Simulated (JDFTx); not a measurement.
MgS:

```
CELL_PARAMETERS angstrom
0.00000 2.83312 2.83312
2.83312 0.00000 2.83312
2.83312 2.83312 0.00000
ATOMIC_POSITIONS crystal
S 0.25000 0.25000 0.25000
Mg 0.00000 0.00000 0.00000
```

The cell comes from a database or a generator and needn't be the stable form of this composition.

| Item | Value |
| --- | --- |
| Program | JDFTx 1.7.0 (patched build) |
| Task | single point |
| Functional | PBEsol |
| Potentials or basis | PseudoDojo-SR-PBEsol-0.4.1-standard with smoothed tails |
| Cutoff | 1143 eV |
| Density cutoff | 9143 eV |
| k mesh | 8 × 8 × 8 |
| Occupations | fermi-dirac, width 0.05 eV |
| Spin | no spin polarisation |

On this cell: pressure -0.4 GPa; largest force zero by symmetry; band gap on the k mesh 3.28 eV, direct.

The same run follows on a disturbed copy (atoms moved at random, drawn with an rms of 0.05 Å):

```
S Mg
1.0
     0.00000    2.83312    2.83312
     2.83312    0.00000    2.83312
     2.83312    2.83312    0.00000
S Mg
1 1
Direct
  0.25779 0.24666 0.25028
  0.98714 0.01107 0.00340
```

Question: What does the disturbed cell give?

Answer: The energy moves by +7.6 meV/atom; pressure -0.3 GPa; largest force 0.437 eV/Å; band gap on the k mesh 3.20 eV, direct.

Forces in eV/Å, atoms in the order of the input:
```
S    0.291 -0.292 -0.146
Mg  -0.291  0.291  0.146
```

Stress tensor (GPa, compression positive):
```
-0.32 -0.51 -1.10
-0.51 -0.32  1.10
-1.10  1.10 -0.24
```

A k mesh can miss the band edges.
